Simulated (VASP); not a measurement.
# Co (R-3m) in VASP: a series of runs

Runs on Co. Level: PBEsol. Tasks: single point, relaxation of cell and atoms.

Everything below comes from runs of VASP 6.6.1. Logs are shortened: lines on timing, memory, paths and dates and some standing lists are left out, and cuts for length are marked.

### 1 The crystal as given

It takes space group R-3m (No. 166, trigonal). The conventional cell has a = 2.448 Å, b = 2.448 Å, c = 17.947 Å, α = 90.00°, β = 90.00°, γ = 120.00°. Co (site symmetry -3m) has 12 Co at 2.45 Å as nearest neighbours. Co (site symmetry 3m) is surrounded by 12 Co at 2.43 to 2.45 Å.

The cell was built by a generator and needn't be a form met in nature.

### 2 Single point, PBEsol, collinear spin, typed start

INCAR reads:

```
SYSTEM = Co
ALGO = Fast
EDIFF = 1E-6
ENCUT = 520
GGA = PS
ISIF = 2
ISMEAR = 0
ISPIN = 2
LASPH = .True.
LCHARG = .False.
LMAXMIX = 4
LORBIT = 11
LREAL = .False.
LWAVE = .False.
MAGMOM = 2.04 2.05 2.05
NBANDS = 24
NELM = 150
PREC = Accurate
SIGMA = 0.1
```

KPOINTS reads:

```
k-points
0
Gamma
  9 9 9
  0 0 0
```

POSCAR reads:

```
Co
1.0
    1.2242331949      0.7068113646      5.9821878944
   -1.2242331949      0.7068113646      5.9821878944
    0.0000000000     -1.4136227293      5.9821878944
Co
3
Direct
    0.0000000000      0.0000000000      0.0000000000
    0.2218492087      0.2218492087      0.2218492087
    0.7781507913      0.7781507913      0.7781507913
```

Potentials or basis: VASP PAW PBE potentials, release 64 (Co).

Launch:

```
cat potpaw_PBE.64/Co/POTCAR > POTCAR
mpirun -np 1 vasp_std > vasp.out
```

OUTCAR:

```text
SYSTEM = Co
   EDIFF = 1E-6
   ENCUT = 520
   GGA = PS
   ISIF = 2
   ISMEAR = 0
   ISPIN = 2
   LASPH = .True.
   LORBIT = 11
   LREAL = .False.
   NELM = 150
   PREC = Accurate

 ion  position               nearest neighbor table
   1  0.000  0.000  0.000-   3 2.45   3 2.45   2 2.45   2 2.45   3 2.45   2 2.45
   2  0.222  0.222  0.222-   3 2.43   3 2.43   3 2.43   1 2.45   1 2.45   1 2.45
   3  0.778  0.778  0.778-   2 2.43   2 2.43   2 2.43   1 2.45   1 2.45   1 2.45

  LATTYP: Found a trigonal (rhomboedric) cell.
 ALAT       =     6.1469424289
 COS(alpha) =     0.9206695338

  Lattice vectors:

 A1 = (   1.2242331949,   0.7068113646,   5.9821878944)
 A2 = (  -1.2242331949,   0.7068113646,   5.9821878944)
 A3 = (   0.0000000000,  -1.4136227293,   5.9821878944)

Analysis of symmetry for initial positions (statically):
=====================================================================
 Subroutine PRICEL returns:
 Original cell was already a primitive cell.

 Routine SETGRP: Setting up the symmetry group for a
 trigonal (rhombohedral) supercell.

 Subroutine GETGRP returns: Found 12 space group operations
 (whereof 12 operations were pure point group operations)
 out of a pool of 12 trial point group operations.

The static configuration has the point symmetry D_3d.

Analysis of symmetry for dynamics (positions and initial velocities):
=====================================================================
 Subroutine PRICEL returns:
 Original cell was already a primitive cell.

 Routine SETGRP: Setting up the symmetry group for a
 trigonal (rhombohedral) supercell.

 Subroutine GETGRP returns: Found 12 space group operations
 (whereof 12 operations were pure point group operations)
 out of a pool of 12 trial point group operations.

The dynamic configuration has the point symmetry D_3d.

Analysis of structural, dynamic, and magnetic symmetry:
=====================================================================
 Subroutine PRICEL returns:
 Original cell was already a primitive cell.

 Routine SETGRP: Setting up the symmetry group for a
 trigonal (rhombohedral) supercell.

 Subroutine GETGRP returns: Found 12 space group operations
 (whereof 12 operations were pure point group operations)
 out of a pool of 12 trial point group operations.

The overall configuration has the point symmetry D_3d.

 Subroutine INISYM returns: Found 12 space group operations
 (whereof 12 operations are pure point group operations),
 and found     1 'primitive' translations

----------------------------------------------------------------------------------------

                                     Primitive cell

  volume of cell :      31.0584

  direct lattice vectors                    reciprocal lattice vectors
     1.224233195  0.706811365  5.982187894     0.408418921  0.235800774  0.055720974
    -1.224233195  0.706811365  5.982187894    -0.408418921  0.235800774  0.055720974
     0.000000000 -1.413622729  5.982187894     0.000000000 -0.471601547  0.055720974

  length of vectors
     6.146942429  6.146942429  6.146942429     0.474881929  0.474881929  0.474881929

  position of ions in fractional coordinates (direct lattice)
     0.000000000  0.000000000  0.000000000
     0.221849209  0.221849209  0.221849209
     0.778150791  0.778150791  0.778150791

  ion indices of the primitive-cell ions
   primitive index   ion index
                 1           1
                 2           2
                 3           3

----------------------------------------------------------------------------------------

 KPOINTS: k-points

Automatic generation of k-mesh.
 Grid dimensions read from file:
 generate k-points for:    9    9    9

 Generating k-lattice:

  Cartesian coordinates                     Fractional coordinates (reciprocal lattice)
     0.045379880  0.026200086  0.006191219     0.111111111  0.000000000  0.000000000
    -0.045379880  0.026200086  0.006191219     0.000000000  0.111111111  0.000000000
     0.000000000 -0.052400172  0.006191219    -0.000000000 -0.000000000  0.111111111

  Length of vectors
     0.052764659  0.052764659  0.052764659

  Shift w.r.t. Gamma in fractional coordinates (k-lattice)
     0.000000000  0.000000000  0.000000000

 Subroutine IBZKPT returns following result:
 ===========================================

 Found     85 irreducible k-points:

 Following reciprocal coordinates:
            Coordinates               Weight
  0.000000  0.000000  0.000000      1.000000
  0.111111  0.000000  0.000000      6.000000
  0.222222  0.000000  0.000000      6.000000
  0.333333 -0.000000  0.000000      6.000000
  0.444444  0.000000  0.000000      6.000000
  0.111111  0.111111  0.000000      6.000000
[... 16 lines left out ...]
 -0.333333  0.333333  0.000000      6.000000
  0.444444  0.444444  0.000000      6.000000
 [... further k-points ...]
   k-points           NKPTS =     85   k-points in BZ     NKDIM =     85   number of bands    NBANDS=     24
   number of dos      NEDOS =    301   number of ions     NIONS =      3
   total plane-waves  NPLWV = 110592
   dimension x,y,z NGX =    48 NGY =   48 NGZ =   48
   dimension x,y,z NGXF=    96 NGYF=   96 NGZF=   96
   ions per type =               3
   NGX,Y,Z   is equivalent  to a cutoff of  12.98, 12.98, 12.98 a.u.
   NGXF,Y,Z  is equivalent  to a cutoff of  25.96, 25.96, 25.96 a.u.
 SYSTEM =  Co
   PREC   = accura    normal or accurate (medium, high low for compatibility)
   ISTART =      0    job   : 0-new  1-cont  2-samecut
   ICHARG =      2    charge: 1-file 2-atom 10-const
   ISPIN  =      2    spin polarized calculation?
   LNONCOLLINEAR =      F non collinear calculations
   LSORBIT =      F    spin-orbit coupling
   LASPH  =      T    aspherical Exc in radial PAW
   ENCUT  =  520.0 eV  38.22 Ry    6.18 a.u.  11.43 11.43 11.43*2*pi/ulx,y,z
   NELM   =    150;   NELMIN=  2; NELMDL= -5     # of ELM steps
   EDIFF  = 0.1E-05   stopping-criterion for ELM
   LREAL  =      F    real-space projection
   EDIFFG = 0.1E-04   stopping-criterion for IOM
   NSW    =      0    number of steps for IOM
   IBRION =     -1    ionic relax: 0-MD 1-quasi-New 2-CG
   NFREE  =      0    steps in history (QN), initial steepest desc. (CG)
   ISIF   =      2    stress and relaxation
   ISYM   =      2    0-nonsym 1-usesym 2-fastsym
   POTIM  = 0.5000    time-step for ionic-motion
   TEBEG  =    0.0;   TEEND  =   0.0 temperature during run
   PSTRESS=    0.0 pullay stress
   NELECT =      27.0000    total number of electrons
   NUPDOWN=      -1.0000    fix difference up-down
   EMIN   =  10.00;   EMAX   =-10.00  energy-range for DOS
   EFERMI =   0.00;   METHOD = LEGACY
   ISMEAR =     0;   SIGMA  =   0.10  broadening in eV -4-tet -1-fermi 0-gaus
   EFERMI_NEDOS =   21; number of points for ismear=-14 and -15
   IALGO  =     68    algorithm
   IMIX   =      4    mixing-type and parameters
     AMIX     =   0.40;   BMIX     =  1.00
     AMIX_MAG =   1.60;   BMIX_MAG =  1.00
  volume/ion in A,a.u.               =      10.35        69.86
  Fermi-wavevector in a.u.,A,eV,Ry     =   1.562439  2.952582 33.214759  2.441216
  Thomas-Fermi vector in A             =   2.665357
   LORBIT       =     11    0 simple, 1 ext, 2 COOP (PROOUT), +10 PAW based schemes
   GGA     = PS    functional components
   LHFCALC =     F    Hartree Fock is set to
   AEXX    =    0.0000 exact exchange contribution
   IVDW    =     0    specifies the selected vdW correction
   LEPSILON=     F    determine dielectric tensor
   LRPA    =     F    only Hartree local field effects (RPA)
 spin polarized calculation
 RMM-DIIS sequential band-by-band and
 Gauss-broadening in eV      SIGMA  =   0.10
  energy-cutoff  :      520.00
  volume of cell :       31.06
 maximum number of plane-waves:       856
 NGX is ok and might be reduce to    48
   NGX = 23   NGY = 23   NGZ = 23

 number of electron      26.9999993 magnetization       4.5972873

 Free energy of the ion-electron system (eV)
  ---------------------------------------------------
  ext. energy  EPLUGINS =         0.00000000
  ---------------------------------------------------
  free energy    TOTEN  =       -23.20444883 eV

  energy without entropy =      -23.19175784  energy(sigma->0) =      -23.19810333

 E-fermi :  10.7718     XC(G=0): -13.8577

 val. band max:       10.7681276190   @ k =   0.1111   0.1111   0.1111
 cond. band min:      10.7733460106   @ k =  -0.3333   0.2222   0.2222
 fundamental gap:      0.0052183916
 Fermi energy:        10.7717911944

 spin component 1

 k-point     1 :       0.0000    0.0000    0.0000
  band No.  band energies     occupation
      1       1.4991      1.00000
      2       4.8725      1.00000
      3       4.8871      1.00000
      4       8.0202      1.00000
      5       8.0202      1.00000
      6       8.0869      1.00000
[... 16 lines left out ...]
     23      35.5886      0.00000
     24      36.9793      0.00000

 k-point     2 :       0.1111    0.0000    0.0000
  band No.  band energies     occupation
      1       1.9528      1.00000
      2       5.0988      1.00000
      3       5.3309      1.00000
      4       7.5237      1.00000
      5       7.6612      1.00000
      6       7.9227      1.00000
[... 16 lines left out ...]
     23      33.6872      0.00000
     24      33.8483      0.00000

 k-point     3 :       0.2222    0.0000    0.0000
  band No.  band energies     occupation
      1       3.2103      1.00000
      2       5.6612      1.00000
      3       6.1479      1.00000
      4       6.9327      1.00000
      5       7.0566      1.00000
      6       7.5598      1.00000
[... 16 lines left out ...]
     23      30.6617      0.00000
     24      31.0201      0.00000
[... 514 lines left out ...]
 k-point    23 :      -0.3333    0.3333    0.0000
  band No.  band energies     occupation
      1       6.4127      1.00000
      2       6.7160      1.00000
      3       6.7429      1.00000
      4       6.7901      1.00000
      5       6.8552      1.00000
      6       6.9806      1.00000
[... 16 lines left out ...]
     23      23.0304      0.00000
     24      24.3343      0.00000

 k-point    24 :       0.4444    0.4444    0.0000
  band No.  band energies     occupation
      1       5.4028      1.00000
      2       5.7261      1.00000
      3       5.8827      1.00000
      4       6.2682      1.00000
      5       7.1395      1.00000
      6       7.3978      1.00000
[... 16 lines left out ...]
     23      26.3201      0.00000
     24      26.8058      0.00000

 [... further k-points ...]

 spin component 2

 k-point     1 :       0.0000    0.0000    0.0000
  band No.  band energies     occupation
      1       1.5617      1.00000
      2       5.2528      1.00000
      3       5.2604      1.00000
      4       9.0895      1.00000
      5       9.1596      1.00000
      6       9.5563      1.00000
[... 16 lines left out ...]
     23      35.4645      0.00000
     24      37.2969      0.00000

 k-point     2 :       0.1111    0.0000    0.0000
  band No.  band energies     occupation
      1       2.0177      1.00000
      2       5.4350      1.00000
      3       5.7809      1.00000
      4       8.6964      1.00000
      5       8.8273      1.00000
      6       9.3718      1.00000
[... 16 lines left out ...]
     23      33.7711      0.00000
     24      34.1980      0.00000

 k-point     3 :       0.2222    0.0000    0.0000
  band No.  band energies     occupation
      1       3.3001      1.00000
      2       6.0895      1.00000
      3       6.7497      1.00000
      4       8.1834      1.00000
      5       8.3114      1.00000
      6       8.9000      1.00000
[... 16 lines left out ...]
     23      30.9388      0.00000
     24      31.3522      0.00000
[... 514 lines left out ...]
 k-point    23 :      -0.3333    0.3333    0.0000
  band No.  band energies     occupation
      1       7.6579      1.00000
      2       7.7711      1.00000
      3       7.8513      1.00000
      4       7.9419      1.00000
      5       7.9431      1.00000
      6       8.0275      1.00000
[... 16 lines left out ...]
     23      23.5609      0.00000
     24      24.8390      0.00000

 k-point    24 :       0.4444    0.4444    0.0000
  band No.  band energies     occupation
      1       6.3331      1.00000
      2       6.5946      1.00000
      3       6.9179      1.00000
      4       7.4106      1.00000
      5       8.3291      1.00000
      6       8.6784      1.00000
[... 16 lines left out ...]
     23      26.5105      0.00000
     24      27.2651      0.00000

 [... further k-points ...]

------------------------ aborting loop because EDIFF is reached ----------------------------------------

  FORCE on cell =-STRESS in cart. coord.  units (eV):
  Direction    XX          YY          ZZ          XY          YZ          ZX
  --------------------------------------------------------------------------------------
  -------------------------------------------------------------------------------------
  Total       -0.2128374     -0.2128374     -0.2081283      0.0000000      0.0000000      0.0000000
  in kB      -10.9794223    -10.9794223    -10.7365015      0.0000000      0.0000000      0.0000000
  external PRESSURE =     -10.8984487 kB  Pullay stress =       0.0000000 kB

 VOLUME and BASIS-vectors are now :
 -----------------------------------------------------------------------------
  energy-cutoff  :      520.00
  volume of cell :       31.06
      direct lattice vectors                 reciprocal lattice vectors
     1.224233195  0.706811365  5.982187894     0.408418921  0.235800774  0.055720974
    -1.224233195  0.706811365  5.982187894    -0.408418921  0.235800774  0.055720974
     0.000000000 -1.413622729  5.982187894     0.000000000 -0.471601547  0.055720974

 POSITION                                       TOTAL-FORCE (eV/Angst)
 -----------------------------------------------------------------------------------
      0.00000      0.00000      0.00000         0.000000      0.000000     -0.000000
      0.00000     -0.00000      3.98143         0.000000      0.000000     -0.007572
      0.00000     -0.00000     13.96513         0.000000     -0.000000      0.007572
 -----------------------------------------------------------------------------------
    total drift:                                0.000000      0.000000     -0.000000

  FREE ENERGIE OF THE ION-ELECTRON SYSTEM (eV)
  ---------------------------------------------------
  free  energy   TOTEN  =       -23.2044488264 eV

  energy  without entropy=      -23.1917578405  energy(sigma->0) =      -23.19810333

 total charge

# of ion       s       p       d       tot
------------------------------------------
    1        0.508   0.560   7.293   8.361
    2        0.509   0.566   7.296   8.371
    3        0.509   0.566   7.296   8.371
--------------------------------------------------
tot          1.525   1.692  21.885  25.103

 magnetization (x)

# of ion       s       p       d       tot
------------------------------------------
    1       -0.016  -0.050   1.619   1.553
    2       -0.016  -0.052   1.600   1.533
    3       -0.016  -0.052   1.600   1.533
--------------------------------------------------
tot         -0.047  -0.154   4.819   4.618
```

Run time: 12 min. Hardware: 1 thread of Intel Xeon Platinum 8375C at 2.90GHz (Ice Lake), shared host; peak memory 0.44 GiB.

Results:

```yaml
Free_energy: -23.2044 eV
Pressure: -1.1 GPa
Largest_force: 0.008 eV/Å
Band_gap_on_the_k_mesh: none (metal or under the smearing width)
Net_moment: 4.60 μB per cell
Site_moments: Co +1.55, +1.53 μB
Valence_electrons_inside_the_program's_atomic_spheres: Co 8.36, 8.37
```

Forces in eV/Å, atoms in the order of the input:
```
Co   0.000  0.000  0.000
Co   0.000  0.000 -0.008
Co   0.000  0.000  0.008
```

Levels at points of the mesh, in eV from the Fermi level:
Spin up:
| k point | band 14 | band 15 | band 16 | band 17 | band 18 | band 19 |
| --- | --- | --- | --- | --- | --- | --- |
| (0.00, 0.00, 0.00) | -1.75 | -0.97 | -0.97 | -0.83 | -0.83 | 11.37 |
Spin down:
```tsv
k point	band 9	band 10	band 11	band 12	band 13	band 14
(0.00, 0.00, 0.00)	-1.06	-1.06	-0.85	-0.85	-0.02	-0.02
```

Caveat: the PAW data sets were made with another functional, which shifts forces and pressure a little.

[end of part 1 of 3]
